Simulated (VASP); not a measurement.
# Nb3Sn (Pm-3n) in VASP: notebook

The runs below take Nb3Sn through band structure, density of states, with PBE.

All numbers are computed with VASP 6.6.1; they aren't measurements. Logs are shortened: lines on timing, memory, paths and dates and some standing lists are left out, and cuts for length are marked.

### 1 The crystal as given

Symmetry: Pm-3n, No. 223, cubic system. The conventional cell has a = 5.257 Å, b = 5.257 Å, c = 5.257 Å, α = 90.00°, β = 90.00°, γ = 90.00°. Nb (site symmetry -4m2) is surrounded by 2 Nb at 2.63 Å and 4 Sn at 2.94 Å. Around Sn (site symmetry m-3) lie 12 Nb at 2.94 Å.

### 2 Band structure, PBE, spin-orbit coupling, no magnetisation

File INCAR:

```
PREC = Accurate ; ENCUT = 520
EDIFF = 1E-6 ; ISMEAR = 1
SIGMA = 0.1 ; LREAL = F
LASPH = T ; NELM = 80
ALGO = Normal ; ISIF = 2
LWAVE = F ; LCHARG = F
MAGMOM = 0 0 0 0 0 0 0 0 0 0 0 0 0 0 0 0 0 0 0 0 0 0 0 0 ; LORBIT = 11
LSORBIT = T ; GGA_COMPAT = F
LMAXMIX = 4 ; GGA = PE
NBANDS = 124 ; KPAR = 4
```

File KPOINTS:

```
regular mesh
0
Gamma
  8 8 8
```

File POSCAR:

```
Nb3Sn                                   
1.0
    5.2569992690      0.0000000000      0.0000000000
    0.0000000000      5.2569992690      0.0000000000
    0.0000000000      0.0000000000      5.2569992690
  Nb              Sn            
     6     2
Direct
     0.2500000000000000    0.0000000000000000    0.5000000000000000
     0.5000000000000000    0.7500000000000000    0.0000000000000000
     0.7500000000000000    0.0000000000000000    0.5000000000000000
     0.5000000000000000    0.2500000000000000    0.0000000000000000
     0.0000000000000000    0.5000000000000000    0.7500000000000000
     0.0000000000000000    0.5000000000000000    0.2500000000000000
     0.0000000000000000    0.0000000000000000    0.0000000000000000
     0.5000000000000000    0.5000000000000000    0.5000000000000000
```

File KPOINTS_OPT:

```
explicit points
188
Reciprocal
 0.0000000000  0.0000000000  0.0000000000 1
 0.0000000000  0.0263157895  0.0000000000 1
 0.0000000000  0.0526315789  0.0000000000 1
 0.0000000000  0.0789473684  0.0000000000 1
 0.0000000000  0.1052631579  0.0000000000 1
 0.0000000000  0.1315789474  0.0000000000 1
[... 180 lines left out ...]
 0.0208055800  0.4791944200  0.0000000000 1
-0.0208055800  0.5208055800  0.0000000000 1
```

Potentials or basis: VASP PAW PBE potentials, release 64 (Nb_sv, Sn_d).

Started as:

```sh
> cat potpaw_PBE.64/Nb_sv/POTCAR potpaw_PBE.64/Sn_d/POTCAR > POTCAR
> mpirun -np 4 vasp_ncl > vasp.out
```

OUTCAR:

```text
PREC = Accurate
   ENCUT = 520
   EDIFF = 1E-6
   ISMEAR = 1
   LREAL = F
   LASPH = T
   NELM = 80
   ISIF = 2
   LORBIT = 11
   LSORBIT = T
   GGA = PE

 ion  position               nearest neighbor table
   1  0.250  0.000  0.500-   3 2.63   3 2.63   8 2.94   7 2.94   8 2.94   7 2.94
   2  0.500  0.750  0.000-   4 2.63   4 2.63   8 2.94   8 2.94   7 2.94   7 2.94
   3  0.750  0.000  0.500-   1 2.63   1 2.63   8 2.94   7 2.94   8 2.94   7 2.94
   4  0.500  0.250  0.000-   2 2.63   2 2.63   8 2.94   8 2.94   7 2.94   7 2.94
   5  0.000  0.500  0.750-   6 2.63   6 2.63   8 2.94   7 2.94   7 2.94   8 2.94
   6  0.000  0.500  0.250-   5 2.63   5 2.63   8 2.94   7 2.94   7 2.94   8 2.94
   7  0.000  0.000  0.000-   1 2.94   2 2.94   3 2.94   4 2.94   5 2.94   6 2.94   1 2.94   3 2.94
                             5 2.94   6 2.94   2 2.94   4 2.94
   8  0.500  0.500  0.500-   1 2.94   2 2.94   3 2.94   4 2.94   5 2.94   6 2.94   2 2.94   4 2.94
                             1 2.94   3 2.94   5 2.94   6 2.94

  LATTYP: Found a simple cubic cell.
 ALAT       =     5.2569992690

  Lattice vectors:

 A1 = (   5.2569992690,   0.0000000000,   0.0000000000)
 A2 = (   0.0000000000,   5.2569992690,   0.0000000000)
 A3 = (   0.0000000000,   0.0000000000,   5.2569992690)

Analysis of symmetry for initial positions (statically):
=====================================================================
 Subroutine PRICEL returns:
 Original cell was already a primitive cell.

 Routine SETGRP: Setting up the symmetry group for a
 simple cubic supercell.

 Subroutine GETGRP returns: Found 48 space group operations
 (whereof 24 operations were pure point group operations)
 out of a pool of 48 trial point group operations.

The static configuration has the point symmetry T_h .
 The point group associated with its full space group is O_h .

Analysis of symmetry for dynamics (positions and initial velocities):
=====================================================================
 Subroutine PRICEL returns:
 Original cell was already a primitive cell.

 Routine SETGRP: Setting up the symmetry group for a
 simple cubic supercell.

 Subroutine GETGRP returns: Found 48 space group operations
 (whereof 24 operations were pure point group operations)
 out of a pool of 48 trial point group operations.

The dynamic configuration has the point symmetry T_h .
 The point group associated with its full space group is O_h .

Analysis of structural, dynamic, and magnetic symmetry:
=====================================================================
 Subroutine PRICEL returns:
 Original cell was already a primitive cell.

 Routine SETGRP: Setting up the symmetry group for a
 simple cubic supercell.

 Subroutine GETGRP returns: Found 48 space group operations
 (whereof 24 operations were pure point group operations)
 out of a pool of 48 trial point group operations.

The overall configuration has the point symmetry T_h .
 The point group associated with its full space group is O_h .

 Subroutine INISYM returns: Found 48 space group operations
 (whereof 24 operations are pure point group operations),
 and found     1 'primitive' translations

----------------------------------------------------------------------------------------

                                     Primitive cell

  volume of cell :     145.2826

  direct lattice vectors                    reciprocal lattice vectors
     5.256999269  0.000000000  0.000000000     0.190222587  0.000000000  0.000000000
     0.000000000  5.256999269  0.000000000     0.000000000  0.190222587  0.000000000
     0.000000000  0.000000000  5.256999269     0.000000000  0.000000000  0.190222587

  length of vectors
     5.256999269  5.256999269  5.256999269     0.190222587  0.190222587  0.190222587

  position of ions in fractional coordinates (direct lattice)
     0.250000000  0.000000000  0.500000000
     0.500000000  0.750000000  0.000000000
     0.750000000  0.000000000  0.500000000
     0.500000000  0.250000000  0.000000000
     0.000000000  0.500000000  0.750000000
[... 134 lines left out ...]
  ext. energy  EPLUGINS =         0.00000000
  ---------------------------------------------------
  free energy    TOTEN  =       -70.90027717 eV

  energy without entropy =      -70.88801092  energy(sigma->0) =      -70.89618842

 E-fermi :  11.6445     XC(G=0): -12.4413

 val. band max:       11.6381480214   @ k =   0.2500   0.1250   0.0000
 cond. band min:      11.6473856636   @ k =   0.1250   0.1250   0.0000
 fundamental gap:      0.0092376422
 Fermi energy:        11.6445071501

 k-point     1 :       0.0000    0.0000    0.0000
  band No.  band energies     occupation
      1     -42.8969      1.00000
      2     -42.8969      1.00000
      3     -42.8191      1.00000
      4     -42.8191      1.00000
      5     -42.8191      1.00000
      6     -42.8191      1.00000
[... 2893 lines left out ...]
    117      13.3601     -0.00000
    118      13.3602     -0.00000

 [... further k-points ...]

 [bands above 118 left out]

------------------------ aborting loop because EDIFF is reached ----------------------------------------

  FORCE on cell =-STRESS in cart. coord.  units (eV):
  Direction    XX          YY          ZZ          XY          YZ          ZX
  --------------------------------------------------------------------------------------
  -------------------------------------------------------------------------------------
  Total        5.3295939      5.3295939      5.3295939      0.0000000     -0.0000000     -0.0000000
  in kB       58.7747720     58.7747720     58.7747720      0.0000000     -0.0000000     -0.0000000
  external PRESSURE =      58.7747720 kB  Pullay stress =       0.0000000 kB

 VOLUME and BASIS-vectors are now :
 -----------------------------------------------------------------------------
  energy-cutoff  :      520.00
  volume of cell :      145.28
      direct lattice vectors                 reciprocal lattice vectors
     5.256999269  0.000000000  0.000000000     0.190222587  0.000000000  0.000000000
     0.000000000  5.256999269  0.000000000     0.000000000  0.190222587  0.000000000
     0.000000000  0.000000000  5.256999269     0.000000000  0.000000000  0.190222587

 POSITION                                       TOTAL-FORCE (eV/Angst)
 -----------------------------------------------------------------------------------
      1.31425      0.00000      2.62850         0.000000     -0.000000     -0.000000
      2.62850      3.94275      0.00000         0.000000      0.000000      0.000000
      3.94275      0.00000      2.62850         0.000000     -0.000000     -0.000000
      2.62850      1.31425      0.00000         0.000000      0.000000     -0.000000
      0.00000      2.62850      3.94275        -0.000000     -0.000000      0.000000
      0.00000      2.62850      1.31425        -0.000000      0.000000     -0.000000
      0.00000      0.00000      0.00000        -0.000000      0.000000     -0.000000
      2.62850      2.62850      2.62850        -0.000000      0.000000     -0.000000
 -----------------------------------------------------------------------------------
    total drift:                                0.000000     -0.000000      0.000000

  FREE ENERGIE OF THE ION-ELECTRON SYSTEM (eV)
  ---------------------------------------------------
  free  energy   TOTEN  =       -70.9002771706 eV

  energy  without entropy=      -70.8880109183  energy(sigma->0) =      -70.89618842

 Spin-Orbit-Coupling matrix elements

 Ion:    1  E_soc:     -0.1782040
 l=   1
     0.0000000    -0.0268937    -0.0268902
    -0.0268937     0.0000000    -0.0268902
    -0.0268902    -0.0268902     0.0000000
 l=   2
     0.0000000    -0.0006175     0.0000000    -0.0003917    -0.0021906
    -0.0006175     0.0000000    -0.0018149    -0.0006175    -0.0006050
     0.0000000    -0.0018149     0.0000000    -0.0016700     0.0000000
    -0.0003917    -0.0006175    -0.0016700     0.0000000    -0.0005207
    -0.0021906    -0.0006050     0.0000000    -0.0005207     0.0000000
 l=   3
     0.0000000     0.0000000     0.0000000     0.0000000     0.0000000     0.0000000     0.0000000
     0.0000000     0.0000000     0.0000000     0.0000000     0.0000000     0.0000000     0.0000000
     0.0000000     0.0000000     0.0000000     0.0000000     0.0000000     0.0000000     0.0000000
     0.0000000     0.0000000     0.0000000     0.0000000     0.0000000     0.0000000     0.0000000
[... 129 lines left out ...]
 l=   2
     0.0000000    -0.0012131     0.0000000    -0.0012131    -0.0048162
    -0.0012131     0.0000000    -0.0036181    -0.0012131    -0.0011981
     0.0000000    -0.0036181     0.0000000    -0.0036062     0.0000000
    -0.0012131    -0.0012131    -0.0036062     0.0000000    -0.0012100
    -0.0048162    -0.0011981     0.0000000    -0.0012100     0.0000000
 l=   3
     0.0000000     0.0000000     0.0000000     0.0000000     0.0000000     0.0000000     0.0000000
     0.0000000     0.0000000     0.0000000     0.0000000     0.0000000     0.0000000     0.0000000
     0.0000000     0.0000000     0.0000000     0.0000000     0.0000000     0.0000000     0.0000000
     0.0000000     0.0000000     0.0000000     0.0000000     0.0000000     0.0000000     0.0000000
     0.0000000     0.0000000     0.0000000     0.0000000     0.0000000     0.0000000     0.0000000
     0.0000000     0.0000000     0.0000000     0.0000000     0.0000000     0.0000000     0.0000000
     0.0000000     0.0000000     0.0000000     0.0000000     0.0000000     0.0000000     0.0000000

 total charge

# of ion       s       p       d       tot
------------------------------------------
    1        2.187   6.004   2.534  10.725
    2        2.187   6.004   2.534  10.725
    3        2.187   6.004   2.534  10.725
    4        2.187   6.004   2.534  10.725
    5        2.187   6.004   2.534  10.725
    6        2.187   6.004   2.534  10.725
    7        1.090   1.474  10.061  12.625
    8        1.090   1.474  10.061  12.625
--------------------------------------------------
tot         15.303  38.972  35.326  89.602

 magnetization (x)

# of ion       s       p       d       tot
------------------------------------------
    1        0.000   0.000   0.000   0.000
    2        0.000  -0.000   0.000  -0.000
    3        0.000   0.000   0.000   0.000
    4        0.000   0.000   0.000   0.000
    5        0.000  -0.000   0.000   0.000
    6       -0.000   0.000   0.000  -0.000
    7        0.000   0.000   0.000   0.000
    8        0.000   0.000   0.000   0.000
--------------------------------------------------
tot          0.000   0.000   0.000   0.000

 magnetization (y)

# of ion       s       p       d       tot
------------------------------------------
    1        0.000   0.000   0.000   0.000
    2        0.000   0.000   0.000   0.000
    3       -0.000  -0.000   0.000  -0.000
    4        0.000   0.000   0.000   0.000
    5       -0.000  -0.000   0.000   0.000
    6        0.000  -0.000   0.000   0.000
    7        0.000  -0.000   0.000   0.000
    8        0.000   0.000   0.000   0.000
--------------------------------------------------
tot         -0.000  -0.000   0.000   0.000

 magnetization (z)

# of ion       s       p       d       tot
------------------------------------------
    1        0.000   0.000   0.000   0.000
    2       -0.000   0.000   0.000   0.000
    3        0.000   0.000   0.000   0.000
    4        0.000   0.000   0.000   0.000
    5        0.000   0.000   0.000   0.000
    6        0.000   0.000   0.000   0.000
    7       -0.000   0.000   0.000   0.000
    8        0.000   0.000   0.000   0.000
--------------------------------------------------
tot          0.000   0.000   0.000   0.000
```

It took 25 min on 4 MPI ranks of AMD EPYC 9R45 (Zen 5), shared host; peak memory 1.6 GiB.

Results:

| Item | Value |
| --- | --- |
| Free energy | -70.9003 eV |
| Pressure | 5.9 GPa |
| Valence electrons inside the program's atomic spheres | Nb 10.72; Sn 12.62 |

### 3 Density of states, PBE

POSCAR is that of step 2.

File INCAR.step1:

```
SYSTEM = Nb3Sn
PREC     = Accurate       ! precision mode
ENCUT    = 520            ! plane-wave cutoff, eV
EDIFF    = 1E-6           ! SCF threshold, eV
ISMEAR   = 1              ! smearing method
SIGMA    = 0.1            ! smearing width, eV
LREAL    = .FALSE.        ! projectors in reciprocal space
LASPH    = .TRUE.         ! aspherical terms in the spheres
NELM     = 80             ! most SCF steps
ALGO     = Normal         ! electronic algorithm
ISIF     = 2              ! what is computed and relaxed
LWAVE    = .FALSE.        ! write WAVECAR
LCHARG   = .TRUE.         ! write CHGCAR
LMAXMIX  = 4              ! l up to which the mixer works
GGA      = PE             ! functional
KPAR     = 4
```

File KPOINTS.step1:

```
regular mesh
0
G
  8 8 8
  0 0 0
```

File INCAR.step2:

```
SYSTEM = Nb3Sn
PREC     = Accurate       ! precision mode
ENCUT    = 520            ! plane-wave cutoff, eV
EDIFF    = 1E-6           ! SCF threshold, eV
ISMEAR   = -5             ! smearing method
SIGMA    = 0.1            ! smearing width, eV
LREAL    = .FALSE.        ! projectors in reciprocal space
LASPH    = .TRUE.         ! aspherical terms in the spheres
NELM     = 80             ! most SCF steps
ALGO     = Normal         ! electronic algorithm
ISIF     = 2              ! what is computed and relaxed
LWAVE    = .FALSE.        ! write WAVECAR
LCHARG   = .FALSE.        ! write CHGCAR
LMAXMIX  = 4              ! l up to which the mixer works
GGA      = PE             ! functional
LORBIT   = 11             ! projections on sites
KPAR     = 4            
NEDOS    = 1001           ! points of the DOS
ICHARG   = 11             ! starting density
```

File KPOINTS.step2:

```
regular mesh
0
G
  12 12 12
  0 0 0
```

Potentials or basis: VASP PAW PBE potentials, release 64 (Nb_sv, Sn_d).

Started as:

```sh
> cat potpaw_PBE.64/Nb_sv/POTCAR potpaw_PBE.64/Sn_d/POTCAR > POTCAR
> cp INCAR.step1 INCAR
> cp KPOINTS.step1 KPOINTS
> mpirun -np 4 vasp_std > vasp.out
> cp INCAR.step2 INCAR
> cp KPOINTS.step2 KPOINTS
> mpirun -np 4 vasp_std > vasp.out
```

Wall time 2.5 min (4 MPI ranks of AMD EPYC 9R45 (Zen 5), shared host); peak memory 0.61 GiB.

Results (log left out):

| Item | Value |
| --- | --- |
| Valence electrons inside the program's atomic spheres | Nb 10.73; Sn 12.62 |

Levels at points of the mesh, in eV from the Fermi level:
```csv
k point,band 51,band 52,band 53,band 54,band 55,band 56
"(0.00, 0.00, 0.00)",-0.55,-0.55,-0.05,-0.05,2.43,2.43
"(0.50, 0.00, 0.00)",-0.86,-0.86,-0.36,-0.36,1.57,1.57
"(0.50, 0.50, 0.00)",0.16,0.16,0.23,0.59,0.66,0.66
"(0.50, 0.50, 0.50)",0.04,0.04,0.15,0.15,0.15,0.15
```

States per cell in windows of 0.5 eV (zero at the Fermi level; states under -8 eV left out):
| from (eV) | total | Nb5_d | Nb6_d | Nb1_d | Nb2_d | Nb3_d | Nb4_d |
| --- | --- | --- | --- | --- | --- | --- | --- |
| -8.0 | 2.25 | 0.03 | 0.03 | 0.03 | 0.03 | 0.03 | 0.03 |
| -7.5 | 0.00 | 0.00 | 0.00 | 0.00 | 0.00 | 0.00 | 0.00 |
| -7.0 | 0.00 | 0.00 | 0.00 | 0.00 | 0.00 | 0.00 | 0.00 |
| -6.5 | 0.00 | 0.00 | 0.00 | 0.00 | 0.00 | 0.00 | 0.00 |
| -6.0 | 0.00 | 0.00 | 0.00 | 0.00 | 0.00 | 0.00 | 0.00 |
| -5.5 | 0.00 | 0.00 | 0.00 | 0.00 | 0.00 | 0.00 | 0.00 |
| -5.0 | 0.65 | 0.01 | 0.01 | 0.01 | 0.01 | 0.01 | 0.01 |
| -4.5 | 2.90 | 0.08 | 0.08 | 0.08 | 0.08 | 0.08 | 0.08 |
| -4.0 | 1.48 | 0.06 | 0.06 | 0.06 | 0.06 | 0.06 | 0.06 |
| -3.5 | 3.92 | 0.19 | 0.19 | 0.19 | 0.19 | 0.19 | 0.19 |
| -3.0 | 3.34 | 0.21 | 0.21 | 0.21 | 0.21 | 0.21 | 0.21 |
| -2.5 | 2.66 | 0.21 | 0.21 | 0.21 | 0.21 | 0.21 | 0.21 |
| -2.0 | 6.73 | 0.59 | 0.59 | 0.59 | 0.59 | 0.59 | 0.59 |
| -1.5 | 3.61 | 0.34 | 0.34 | 0.34 | 0.34 | 0.34 | 0.34 |
| -1.0 | 4.15 | 0.37 | 0.37 | 0.37 | 0.37 | 0.37 | 0.37 |
| -0.5 | 5.37 | 0.49 | 0.49 | 0.49 | 0.49 | 0.49 | 0.49 |
| 0.0 | 3.37 | 0.33 | 0.33 | 0.33 | 0.33 | 0.33 | 0.33 |
| 0.5 | 1.68 | 0.18 | 0.18 | 0.18 | 0.18 | 0.18 | 0.18 |
| 1.0 | 2.29 | 0.26 | 0.26 | 0.26 | 0.26 | 0.26 | 0.26 |
| 1.5 | 2.13 | 0.24 | 0.24 | 0.24 | 0.24 | 0.24 | 0.24 |
| 2.0 | 3.61 | 0.43 | 0.43 | 0.43 | 0.43 | 0.43 | 0.43 |
| 2.5 | 4.70 | 0.57 | 0.57 | 0.57 | 0.57 | 0.57 | 0.57 |
| 3.0 | 2.80 | 0.32 | 0.32 | 0.32 | 0.32 | 0.32 | 0.32 |
| 3.5 | 0.32 | 0.04 | 0.04 | 0.04 | 0.04 | 0.04 | 0.04 |
| 4.0 | 0.00 | 0.00 | 0.00 | 0.00 | 0.00 | 0.00 | 0.00 |
| 4.5 | 0.00 | 0.00 | 0.00 | 0.00 | 0.00 | 0.00 | 0.00 |
| 5.0 | 0.00 | 0.00 | 0.00 | 0.00 | 0.00 | 0.00 | 0.00 |
| 5.5 | 0.00 | 0.00 | 0.00 | 0.00 | 0.00 | 0.00 | 0.00 |

Caveat: tetrahedron occupations give inexact forces and stress in metals.
